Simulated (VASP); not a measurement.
Write the native input for VASP 6.6.1 that does the following.

| Property | Result |
| --- | --- |
| Task | single point |
| Functional | PBE |
| Potentials or basis | VASP PAW PBE potentials, release 64 (Si, Ni) |
| Cutoff | 520 eV |
| k mesh | 10 × 10 × 10 |
| Occupations | gaussian, width 0.15 eV |
| Spin | no spin polarisation |
| Dipole correction | no |
| Further INCAR settings | ALGO = Fast; EDIFF = 1e-06; NBANDS = 16 |

The structure of Si2Ni lies in POSCAR:

```
Si2Ni
1.0
   -0.0000329041      2.7227255710      2.7217771521
    2.7228803843     -0.0000510375      2.7217820598
    2.7228903560      2.7227557442     -0.0000040654
Si Ni
2 1
Direct
    0.2499989391      0.2500029898      0.2500027200
    0.7500001262      0.7499967484      0.7499984807
    0.0000009348      0.0000002619     -0.0000012008
```

The cell isn't the ideal one: cell sheared at random, sigma 0.03, atoms nudged by 0.01 Å; relaxed back.

These files were run (other wordings do the same):

INCAR

```
SYSTEM = Si2Ni
  ALGO = Fast
  EDIFF = 1E-6
  ENCUT = 520
  GGA = PE
  ISIF = 2
  ISMEAR = 0
  LASPH = .TRUE.
  LCHARG = .FALSE.
  LREAL = .FALSE.
  LWAVE = .FALSE.
  NBANDS = 16
  NELM = 100
  PREC = Accurate
  SIGMA = 0.15
```

KPOINTS

```
k-points
0
G
  10 10 10
  0 0 0
```

Potentials or basis: VASP PAW PBE potentials, release 64 (Si, Ni).

Command:

```bash
$ cat potpaw_PBE.64/Si/POTCAR potpaw_PBE.64/Ni/POTCAR > POTCAR
$ mpirun -np 1 vasp_std > vasp.out
```

It gave:

```
Pressure               : -0.1 GPa
Band gap on the k mesh : none (metal or under the smearing width)
```

Run time: 2.3 min on 1 thread of Intel(R) Xeon(R) 6975P-C (Granite Rapids) (shared host), peak memory 0.3 GiB.
